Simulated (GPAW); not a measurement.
Something may be wrong with this GPAW 26.7.0 calculation of CuO.

run.py

```python
from ase import Atoms
from ase.dft.bandgap import bandgap
from ase.io import write
from ase.units import GPa
from gpaw import GPAW, PW

atoms = Atoms(['Cu', 'O'],
              cell=[[0.0, 2.32725273, 2.32725273],
                    [2.32725273, 0.0, 2.32725273],
                    [2.32725273, 2.32725273, 0.0]],
              scaled_positions=[[0.0, 0.0, 0.0],
                                [0.25, 0.25, 0.25]],
              pbc=True)

calc = GPAW(mode=PW(800),
            xc='PBE',
            kpts={'size': (10, 10, 10), 'gamma': True},
            occupations={'name': 'fermi-dirac', 'width': 0.05},
            nbands=19,
            convergence={'density': 1e-05, 'energy': 1e-05},
            maxiter=5,
            txt='gpaw.txt')
atoms.calc = calc
energy = atoms.get_potential_energy()
forces = atoms.get_forces()
stress = atoms.get_stress()
calc.write('gs.gpw')
write('result.traj', atoms)
print(f'Energy: {energy:.6f} eV')
print('Forces (eV/A):')
print(forces.round(4))
print('Stress (GPa):', (stress / GPa).round(3))
print('Fermi level:', round(calc.get_fermi_level(), 4), 'eV')
print(f'Gap: {bandgap(calc)[0]:.4f} eV, direct: {bandgap(calc, direct=True)[0]:.4f} eV')
```

Potentials or basis: GPAW PAW data sets (gpaw-data 1.2.1), pw.

Run with:

```console
$ OMP_NUM_THREADS=1 python run.py
```

gpaw.txt:

```text
__  _  _
 | _ |_)|_||  |
 |__||  | ||/\| - 26.7.0

Input parameters:
  mode=PW(ecut=800.0),
  convergence={'density': 1e-05, 'energy': 1e-05},
  kpts=MonkhorstPack(size=(10, 10, 10), gamma=True),
  maxiter=5,
  nbands=19,
  occupations=Occupations(name='fermi-dirac', width=0.05),
  xc=XC(name='PBE')

Diagonalizing LCAO Hamiltonian
Converting LCAO to pw mode

           O

       Cu

Atoms  # Å, Bohr magnetons
|   | symbol |        x |        y |        z |    initial magnetic moments |
|---|--------|----------|----------|----------|-----------------------------|
| 0 |     Cu | 0.000000 | 0.000000 | 0.000000 | ( 0.0000,  0.0000,  0.0000) |
| 1 |      O | 1.163626 | 1.163626 | 1.163626 | ( 0.0000,  0.0000,  0.0000) |

Unit cell  # Å
| periodic |        x |        y |        z |  lengths |    angles |
|----------|----------|----------|----------|----------|-----------|
|      yes | 0.000000 | 2.327253 | 2.327253 | 3.291232 | 60.000000 |
|      yes | 2.327253 | 0.000000 | 2.327253 | 3.291232 | 60.000000 |
[... 118 lines left out ...]
    |------|--------|-------------|----------|
    |   2s |  2.000 |     -23.961 |    0.688 |
    |   2p |  4.000 |      -9.029 |    0.598 |
    |    s |        |       3.251 |    0.688 |
    |    p |        |      18.182 |    0.598 |
    |    d |        |       0.000 |    0.619 |

    Using partial waves for O as LCAO basis

Reference energy: -47062.304142  # eV

eigensolver:
  PPCG
  Converge bands: occupied
  niter=2

density mixing:
  MSR1-Mixer
  Pratt-step length: 0.05
  Maximum mixing coefficient: 0.75
  Old densities: 10
  SVD Regularization: 0.005
  Good broyden scale: 1.0
  Trust region scale: 1.0
  Backstep threshold: 4.0
  History deletion threshold: 6.0
  Fourier metric: weight=20.0, sigma=0.015

occupation numbers:
  Fermi-Dirac:
    width: 0.0500  # eV

poisson solver:
  ecut: 6400.0  # eV

xc functional:
  name: PBE with 2 nearest neighbor stencil

convergence criteria:
- Maximum integral of absolute [dens]ity change: 1e-05 electrons / valence electron
- Maximum [total energy] change in last 3 cyles: 1e-05 eV / valence electron
- Maximum integral of absolute [eigenst]ate change: 4e-08 eV^2 / valence electron
maximum number of iterations: 5

SCF iterations
|iter     | |      energy | eigst |  dens |
|---------|-|-------------|-------|-------|
|iter:   1| |  -12.692062 | +0.03 |       |
|iter:   2| |  -11.386312 | -1.92 | -0.88 |
|iter:   3| |   -9.691061 | -1.37 | -0.96 |
|iter:   4| |   -9.671147 | -3.75 | -1.57 |
|iter:   5| |   -9.653774 | -3.36 | -1.71 |
```

On the terminal:

```text
gpaw.KohnShamConvergenceError
```

Q: What happened, and what is wrong with the input?

A: The run did not converge. The input holds a flaw that was put in on purpose: too few SCF iterations allowed.
